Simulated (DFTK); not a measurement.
# Ti under changes of volume

One of the cells (16.731 Å³/atom); the others are scaled copies at fixed shape and fractional positions:

```xyz
1
Lattice="0.0000 2.0300 2.0300 2.0300 0.0000 2.0300 2.0300 2.0300 0.0000" Properties=species:S:1:pos:R:3 pbc="T T T"
Ti    0.0000    0.0000    0.0000
```

This isn't the form of Ti at room conditions, which is hcp.

```yaml
Program: DFTK 0.8.2
Functional: PBE
Potentials_or_basis: dojo.nc.sr.pbe.v0_4_1.standard.upf (PBE)
Cutoff: 1143 eV
k_mesh: 11 × 11 × 11
Occupations: fermi-dirac, width 0.05 eV
Spin: no spin polarisation
```

```tsv
volume (Å³/atom)	energy over the lowest point (meV/atom)	pressure (GPa)
15.727	57.81	12.6
16.062	35.17	9.5
16.396	18.60	6.8
16.731	7.53	4.3
17.065	1.47	1.9
17.400	0.00	-0.2
17.735	?	?
```

**Question.** What does the run at 17.735 Å³/atom give?

**Answer.** Energy over the lowest point 2.73 meV/atom; pressure -2.1 GPa.

Worked out: A Birch-Murnaghan fit of order 3 (a polynomial in V^(-2/3)) to the other rows has its minimum at 17.35 Å³/atom with B0 = V·E''(V) = 105 GPa and B' = 3.7. It gives 2.72 meV/atom at 17.735 Å³/atom, against the run's 2.73, and -dE/dV = -2.2 GPa, against -2.1.

Energies are extrapolated to zero smearing.
